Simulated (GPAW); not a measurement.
Runs of GPAW 26.7.0 on FeO (Wuestite). It takes space group R-3m (No. 166, trigonal). Conventional cell: a = 3.038 Å, b = 3.038 Å, c = 7.559 Å, α = 90.00°, β = 90.00°, γ = 120.00°. Around Fe (site symmetry -3m) lie 6 O at 2.16 Å. O (site symmetry -3m) has 6 Fe at 2.16 Å as nearest neighbours. 

```tsv
task	level	potentials or basis	k mesh	cutoff (eV)	maxiter	convergence	band path	band points	mesh quality	gap on the mesh (eV)	pressure (GPa)	moment (μB)
single point	PBEsol	PAW data sets generated in the run's folder for this functional, pw	11 × 11 × 11	800	150	-	-	-	not flagged	none	-8.0	4.00
single point	r2SCAN	GPAW PAW data sets (gpaw-data 1.2.1), pw	9 × 9 × 9	650	120	default	-	-	not flagged	none	-7.8	4.00
band structure	PBEsol	PAW data sets generated in the run's folder for this functional, pw	7 × 7 × 7	800	150	-	GLB1,BZGX,QFP1Z,LP	100	coarse	-	-8.0	(a)
band structure	LDA	the program's PAW data sets (release 1.2.1) made for this functional, pw	7 × 7 × 7	800	150	-	GLB1,BZGX,QFP1Z,LP	100	coarse	-	-16.3	4.00
```

Alike in all rows: spin collinear, ferromagnetic start; cell as given; smearing fermi-dirac 0.05 eV.

Problem. Estimate the missing entries.

Solution. (a) 4.01.

Caveats: some runs use coarse meshes; a cell with one magnetic atom can't hold antiferromagnetic order, which such compounds often take; semilocal functionals often make such compounds metallic where correlation or magnetic order opens a gap, which also shifts bond lengths; the cutoff is short for stress and forces, so pressures can be off by a GPa or more (some runs); the PAW data sets were made with another functional, which shifts forces and pressure a little (some runs).

A gap of «none» marks a metal or a gap under the smearing width.

Runs at the PBE level aren't shown here.
